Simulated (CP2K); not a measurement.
The system is Hg.

```
Hg
1.0
     3.27392    0.00000    0.00000
    -1.02934    3.10790    0.00000
    -1.12229   -1.55395    2.65411
Hg
1
Direct
  0.50000 0.50000 0.00000
```

Base run:

```yaml
Program: CP2K 2026.2
Functional: LDA
Potentials_or_basis: POTENTIAL_UZH Hg GTH-PBE-q12; TZVP-MOLOPT-PBE-GTH basis
Density_cutoff: 9184 eV
k_mesh: 10 × 10 × 10
Occupations: fermi-dirac, width 0.05 eV
Spin: no spin polarisation
```

Its results: band gap on the k mesh none (metal or under the smearing width); pressure -4.1 GPa.

Question: After a change of settings the same cell gave: band gap on the k mesh none (metal or under the smearing width); pressure 4.5 GPa. Which change was it?
A. functional from LDA to OLYP
B. functional from LDA to HLE17
C. functional from LDA to PBE
D. functional from LDA to optB88-vdW

Answer: A.

OLYP binds less tightly than LDA, so the same cell stands under more pressure.

Caveats: the potentials were made for another functional, which shifts forces and pressure; the basis of atomic orbitals isn't converged, which shifts pressures, moduli and gaps.
